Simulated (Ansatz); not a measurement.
Relaxed bulk BAs:

```cif
data_structure
_symmetry_space_group_name_H-M 'F-43m'
_symmetry_Int_Tables_number 216
_cell_length_a 4.8088
_cell_length_b 4.8088
_cell_length_c 4.8088
_cell_angle_alpha 90.000
_cell_angle_beta 90.000
_cell_angle_gamma 90.000
_cell_volume 111.20
loop_
_atom_site_label
_atom_site_type_symbol
_atom_site_symmetry_multiplicity
_atom_site_Wyckoff_symbol
_atom_site_fract_x
_atom_site_fract_y
_atom_site_fract_z
_atom_site_occupancy
B1 B 4 a 0.00000 0.00000 0.00000 1
As1 As 4 c 0.25000 0.25000 0.25000 1
```

Miller indices refer to the conventional cell of F-43m (No. 216), a = 4.809 Å, b = 4.809 Å, c = 4.809 Å, α = 90.00°, β = 90.00°, γ = 90.00°. The bulk's gap is 1.20 eV.

The (100) slab of 10 planes, 10.8 Å thick with 15 Å of vacuum as cut; outer planes B (top) and As (bottom).

Method: Ansatz, DFT PBE, scalar-relativistic, plane waves, PAW. Cutoff 420 eV; k points 8×8×1 on the computed 10-atom cell (Γ-centred); Gaussian smearing, width 0.05 eV; no spin polarisation. A dipole correction removes the field between periodic images along c.

This cut of an insulator is polar or leaves open shells, so the slab is metallic here; real surfaces compensate by reconstruction or adsorbates.

Results for the relaxed slab:

```
Surface energy (mean of both faces)   : 2.96 J/m²
Gap of the slab on the mesh           : none (metal or semimetal)
Work function                         : 5.39 eV (top), 5.92 eV (bottom)
Dipole of the slab along +c, per cell : 0.03 e·Å
```

Relaxation lowers the energy by 0.093 J/m² a face; the largest move is 0.147 Å.

```
plane (bottom to top) atoms spacing to next, bulk (Å) relaxed (Å) change (%)
                    1     As                      1.202        1.221        +1.6
                    2      B                      1.202        1.201        -0.1
                    3     As                      1.202        1.202         0.0
                    4      B                      1.202        1.196        -0.5
                    5     As                      1.202        1.202         0.0
                    6      B                      1.202        1.209        +0.5
                    7     As                      1.202        1.183        -1.6
                    8      B                      1.202        1.244        +3.5
                    9     As                      1.202        1.012       -15.8
                   10      B
```